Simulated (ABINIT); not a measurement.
# C (Fd-3m) in ABINIT: a series of runs, part 2 of 2

ABINIT 10.8.3 (patched build). Earlier steps stand in the parts before.

### Step 3. Equation of state, BP86+D3

Input file run.abi:

```
# Datasets: one volume each
ndtset 7
getwfk -1
scalecart1 3*0.9795861087
scalecart2 3*0.9864848297
scalecart3 3*0.9932883884
scalecart4 3*1.0000000000
scalecart5 3*1.0066227096
scalecart6 3*1.0131594038
scalecart7 3*1.0196128224

# Pseudopotentials
pp_dirpath "./"
pseudos "C.GGA_PBE-JTH.xml"

# Structure
acell 3*1.0 Angstrom
rprim
     0.0000000000     1.7833700000     1.7833700000
     1.7833700000     0.0000000000     1.7833700000
     1.7833700000     1.7833700000     0.0000000000
ntypat 1
znucl 6
natom 2
typat 1 1
xred
     0.7500000000     0.7500000000     0.7500000000
     0.5000000000     0.5000000000     0.5000000000

# Plane-wave basis
ecut 20.0
pawecutdg 40.0

# k points
kptopt 1
ngkpt 13 13 13
nshiftk 1
shiftk 0.0 0.0 0.0

# Exchange and correlation
ixc -106132
vdw_xc 6

# Bands and occupations
nband 8
occopt 3
tsmear 0.00183747

# SCF cycle
nstep 100
tolvrs 1.0e-9

# Output
iomode 3
prtwf 1
prtden 0
prteig 0
prtebands 0
```

Potentials or basis: JTH PAW PBE v2.0.

On the command line:

```sh
abinit run.abi > log 2>&1
```

Wall time 41 s (1 thread of Arm Neoverse V1, shared host); peak memory 0.12 GiB.

The run converged. Its results:

```
Equilibrium volume                      : 5.67 Å³/atom
Bulk modulus                            : 432 GPa
Pressure derivative of the bulk modulus : 4.1
```

Energy against volume, from the lowest point:
```csv
volume (Å³/atom),energy (meV/atom)
5.332,29.56
5.445,12.41
5.558,2.87
5.672,0.00
5.785,3.18
5.899,11.94
6.012,25.64
```

Caveat: pressures at fixed basis lie under the slope of the energies; the PAW data sets were made with another functional, which shifts forces and pressure a little; the atomic spheres overlap.

### Step 4. Band structure, PBE

Input file run.abi:

```
# Datasets: ground state, then fixed potential
ndtset 2

# Pseudopotentials
pp_dirpath "./"
pseudos "C.upf"

# Structure
acell 2.5220660407 2.5220660407 2.5220660407 Angstrom
rprim
     0.0000000000     0.7071067812     0.7071067812
     0.7071067812     0.0000000000     0.7071067812
     0.7071067812     0.7071067812     0.0000000000
ntypat 1
znucl 6
natom 2
typat 1 1
xcart
     2.6750550000     2.6750550000     2.6750550000
     1.7833700000     1.7833700000     1.7833700000 Angstrom

# Plane-wave basis
ecut 41.0

# Exchange and correlation
ixc 11

# Bands and occupations
occopt 3
tsmear 0.00183747

# SCF cycle
nstep 100

# Output
iomode 3
prtwf 0
prteig 0
prtebands 0
enunit 2
prtden1 1

# Dataset 1
kptopt1 1
ngkpt1 13 13 13
nshiftk1 1
shiftk1 0.0 0.0 0.0
nband1 8
tolvrs1 1.0e-10

# Dataset 2: bands along G-X-W-K-G-L-U-W-L-K
iscf2 -2
getden2 1
nband2 12
nbdbuf2 2
tolwfr2 1.0e-12
kptopt2 -9
ndivsm2 8
prteig2 1
prtvol2 -3
kptbounds2
     0.0000000000     0.0000000000     0.0000000000
     0.5000000000     0.0000000000     0.5000000000
     0.5000000000     0.2500000000     0.7500000000
     0.3750000000     0.3750000000     0.7500000000
     0.0000000000     0.0000000000     0.0000000000
     0.5000000000     0.5000000000     0.5000000000
     0.6250000000     0.2500000000     0.6250000000
     0.5000000000     0.2500000000     0.7500000000
     0.5000000000     0.5000000000     0.5000000000
     0.3750000000     0.3750000000     0.7500000000
```

Potentials or basis: Ansatz NC PBE.

On the command line:

```sh
abinit run.abi > log 2>&1
```

run.abo:

```text
[... set-up lines left out ...]
 ETOT  1  -12.031090696272    -1.203E+01 2.367E-01 4.771E+01
 ETOT  2  -12.047201914808    -1.611E-02 6.851E-02 1.623E-01
 ETOT  3  -12.047213954429    -1.204E-05 1.884E-04 4.649E-03
 ETOT  4  -12.047214244722    -2.903E-07 1.030E-05 6.242E-05
 ETOT  5  -12.047214247399    -2.677E-09 1.735E-06 1.006E-07
 ETOT  6  -12.047214247402    -2.577E-12 1.108E-07 2.133E-10
 ETOT  7  -12.047214247402    -7.283E-14 2.187E-08 1.268E-12

 At SCF step    7       vres2   =  1.27E-12 < tolvrs=  1.00E-10 =>converged.

 Cartesian components of stress tensor (hartree/bohr^3)
  sigma(1 1)= -5.87112958E-05  sigma(3 2)=  0.00000000E+00
  sigma(2 2)= -5.87112958E-05  sigma(3 1)=  0.00000000E+00
  sigma(3 3)= -5.87112958E-05  sigma(2 1)=  0.00000000E+00

--- !ResultsGS
iteration_state: {dtset: 1, }
[... 1692 lines left out ...]
  29.32338   35.72434   36.03896   44.06779
 kpt# 137, nband= 12, wtk=  1.00000, kpt=  0.3929  0.3929  0.7143 (reduced coord)
  -2.36952   -0.39323    2.12371    6.11913   17.16360   23.23255   24.79297   26.19691
  29.33455   35.69714   36.25049   44.78522
 kpt# 138, nband= 12, wtk=  1.00000, kpt=  0.3839  0.3839  0.7321 (reduced coord)
  -2.05087   -0.41051    1.85157    5.95092   16.99667   22.57160   25.21207   26.59411
  29.50649   35.63846   36.57540   45.22523
 kpt# 139, nband= 12, wtk=  1.00000, kpt=  0.3750  0.3750  0.7500 (reduced coord)
  -1.80880   -0.56320    1.85691    5.80865   16.85622   21.92446   25.55058   26.81439
  29.85515   35.54460   37.01666   45.37672

== END DATASET(S) ==============================================================
================================================================================

 -outvars: echo values of variables after computation  --------
            acell      4.7660140884E+00  4.7660140884E+00  4.7660140884E+00 Bohr
           etotal1    -1.2047214247E+01
            fcart1    -9.3631094687E-31  9.3631094687E-31 -9.3631094687E-31
                       9.3631094687E-31 -9.3631094687E-31  9.3631094687E-31
            rprim      0.0000000000E+00  7.0710678120E-01  7.0710678120E-01
                       7.0710678120E-01  0.0000000000E+00  7.0710678120E-01
                       7.0710678120E-01  7.0710678120E-01  0.0000000000E+00
           strten1    -5.8711295786E-05 -5.8711295786E-05 -5.8711295786E-05
                       0.0000000000E+00  0.0000000000E+00  0.0000000000E+00
           xangst      2.6750550000E+00  2.6750550000E+00  2.6750550000E+00
                       1.7833700000E+00  1.7833700000E+00  1.7833700000E+00
             xred      7.5000000000E-01  7.5000000000E-01  7.5000000000E-01
                       5.0000000000E-01  5.0000000000E-01  5.0000000000E-01
 Calculation completed.
```

Run time: 33 s. Hardware: 1 thread of Arm Neoverse V1, shared host; peak memory 0.11 GiB.

Results:

| Item | Value |
| --- | --- |
| Free energy | -327.8214 eV |
| Pressure | 1.7 GPa |
| Band gap on the k mesh | 4.15 eV, indirect (least direct gap 5.61 eV) |
| Band gap along the path | 4.14 eV, indirect (least direct gap 5.61 eV) |
| All electrons inside the program's atomic spheres | C 4.67, 4.71 (radii [1.0584] Å) |

Levels at the corners of the path, in eV from the valence-band top:
| point | band 1 | band 2 | band 3 | band 4 | band 5 | band 6 | band 7 | band 8 | band 9 |
| --- | --- | --- | --- | --- | --- | --- | --- | --- | --- |
| Γ | -21.48 | 0.00 | 0.00 | 0.00 | 5.61 | 5.61 | 5.61 | 13.35 | 19.30 |
| X | -12.76 | -12.76 | -6.29 | -6.29 | 4.77 | 4.77 | 16.82 | 16.82 | 23.24 |
| W | -11.97 | -11.97 | -8.32 | -8.32 | 10.63 | 10.63 | 12.33 | 12.33 | 21.33 |
| K | -12.98 | -11.73 | -9.31 | -5.36 | 5.69 | 10.76 | 14.38 | 15.65 | 18.69 |
| Γ | -21.48 | 0.00 | 0.00 | 0.00 | 5.61 | 5.61 | 5.61 | 13.35 | 19.30 |
| L | -15.70 | -13.37 | -2.80 | -2.80 | 8.47 | 8.47 | 8.86 | 15.71 | 21.89 |
| U | -12.98 | -11.73 | -9.31 | -5.36 | 5.69 | 10.76 | 14.38 | 15.65 | 18.69 |
| W | -11.97 | -11.97 | -8.32 | -8.32 | 10.63 | 10.63 | 12.33 | 12.33 | 21.33 |
| L | -15.70 | -13.37 | -2.80 | -2.80 | 8.47 | 8.47 | 8.86 | 15.71 | 21.89 |
| K | -12.98 | -11.73 | -9.31 | -5.36 | 5.69 | 10.76 | 14.38 | 15.65 | 18.69 |

### Step 5. Equation of state, SOGGA

Input file run.abi:

```
ndtset 7
getwfk -1
scalecart1 3*0.9795861087
scalecart2 3*0.9864848297
scalecart3 3*0.9932883884
scalecart4 3*1.0000000000
scalecart5 3*1.0066227096
scalecart6 3*1.0131594038
scalecart7 3*1.0196128224

pp_dirpath "./"
pseudos "C.GGA_PBE-JTH.xml"

acell 2.5220660407 2.5220660407 2.5220660407 Angstrom
rprim
     0.0000000000     0.7071067812     0.7071067812
     0.7071067812     0.0000000000     0.7071067812
     0.7071067812     0.7071067812     0.0000000000
ntypat 1
znucl 6
natom 2
typat 1 1
xred
     0.7500000000     0.7500000000     0.7500000000
     0.5000000000     0.5000000000     0.5000000000

ecut 544.227725 eV
pawecutdg 40.0

kptopt 1
ngkpt 13 13 13
nshiftk 1
shiftk 0.0 0.0 0.0

ixc -150130

nband 8
occopt 3
tsmear 0.05 eV

nstep 100
tolvrs 1.0e-9

iomode 3
prtwf 1
prtden 0
prteig 0
prtebands 0
```

Potentials or basis: JTH PAW PBE v2.0.

On the command line:

```sh
abinit run.abi > log 2>&1
```

It took 55 s on 1 thread of Arm Neoverse V1, shared host; peak memory 0.12 GiB.

The run converged. Its results:

| Item | Value |
| --- | --- |
| Equilibrium volume | 5.59 Å³/atom |
| Bulk modulus | 457 GPa |
| Pressure derivative of the bulk modulus | 3.5 (rough: it moves with the points fitted) |

Energy against volume, from the lowest point:
| volume (Å³/atom) | energy (meV/atom) |
| --- | --- |
| 5.332 | 17.79 |
| 5.445 | 5.36 |
| 5.558 | 0.00 |
| 5.672 | 1.94 |
| 5.785 | 9.60 |
| 5.899 | 22.74 |
| 6.012 | 41.40 |

Caveat: pressures at fixed basis lie under the slope of the energies; the PAW data sets were made with another functional, which shifts forces and pressure a little; the atomic spheres overlap.

### Step 6. Overview

| task | level | potentials or basis | cutoff (eV) | fine-grid cutoff | V0 of scaled cells (Å³/atom) | B0 (GPa) |
| --- | --- | --- | --- | --- | --- | --- |
| equation of state | LDA-PZ | JTH PAW LDA v2.0 | 544 | 1088.46 eV | 5.51 | 467 |
| equation of state | BP86+D3 | JTH PAW PBE v2.0 | 544 | 1088.46 eV | 5.67 | 432 |
| band structure | PBE | Ansatz NC PBE | 1116 | - | - | - |
| equation of state | SOGGA | JTH PAW PBE v2.0 | 544 | 1088.46 eV | 5.59 | 457 |

Alike in all rows: no spin polarisation; cell as given; k mesh 13 × 13 × 13; smearing fermi-dirac 0.05 eV.

Caveats: pressures at fixed basis lie under the slope of the energies (some runs); the atomic spheres overlap (some runs); the PAW data sets were made with another functional, which shifts forces and pressure a little (some runs).

Absolute energies hang on the potentials; compare differences alone.

### Step 7. Comparison with measurements

Step 2. Measured bulk modulus of C: 444.8 GPa (quoted in “Equation of state of cubic boron nitride at high pressures and temperatures”, 2007, arxiv:cond-mat/0702656). This calculation gives 467 GPa (+4.9 %). 3 values of this kind are on record (442 to 444.8 GPa); this one was drawn at random among those near their median, those with a stated uncertainty first. The fit is for a static lattice scaled at fixed shape and fixed fractional positions. The cell as given is a measured one (5.67 Å³/atom); LDA-PZ puts the equilibrium volume -2.9 % from it, thermal expansion not counted.

Step 3. Measured bulk modulus of C: 442 GPa (quoted in “Equation of state of cubic boron nitride at high pressures and temperatures”, 2007, arxiv:cond-mat/0702656). This calculation gives 432 GPa (-2.4 %). 3 values of this kind are on record (442 to 444.8 GPa); this one was drawn at random among those near their median, those with a stated uncertainty first. The fit is for a static lattice scaled at fixed shape and fixed fractional positions. The cell as given is a measured one (5.67 Å³/atom); BP86+D3 puts the equilibrium volume -0.1 % from it, thermal expansion not counted.

Step 5. Against the measured bulk modulus of C, 442 GPa (quoted in “Equation of state of cubic boron nitride at high pressures and temperatures”, 2007, arxiv:cond-mat/0702656), the calculated 457 GPa is off by +3.4 %. 3 values of this kind are on record (442 to 444.8 GPa); this one was drawn at random among those near their median, those with a stated uncertainty first. The fit is for a static lattice scaled at fixed shape and fixed fractional positions. The cell as given is a measured one (5.67 Å³/atom); SOGGA puts the equilibrium volume -1.5 % from it, thermal expansion not counted.
